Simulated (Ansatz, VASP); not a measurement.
**Ge: VASP beside Ansatz**

```
CELL_PARAMETERS angstrom
3.99809 0.00000 0.00000
-1.99904 3.46244 0.00000
0.00000 0.00000 6.58980
ATOMIC_POSITIONS crystal
Ge 0.33333 0.66667 0.06278
Ge 0.66667 0.33333 0.56278
Ge 0.66667 0.33333 0.93722
Ge 0.33333 0.66667 0.43722
```

Alike in both runs: functional PBEsol; k mesh 10 × 10 × 6; occupations gaussian, width 0.01 eV; no spin polarisation.

Ansatz relaxed the structure, and its values are those at the end. VASP's run is a single point on that final structure, the one shown.

|  | VASP | Ansatz |
| --- | --- | --- |
| version | VASP 6.6.1 | Ansatz 0.2.0 |
| potentials or method | VASP PAW PBE potentials, release 64 (Ge_d) | scalar-relativistic, plane waves, PAW |
| plane-wave cutoff (eV) | 520 | 420 |
| valence electrons in the cell | 56 | 56 |

```tsv
	VASP	Ansatz	Ansatz less VASP
pressure (GPa)	-0.1	0.0	+0.12
```

Caveats: the PAW data sets were made with another functional, which shifts forces and pressure a little (VASP).
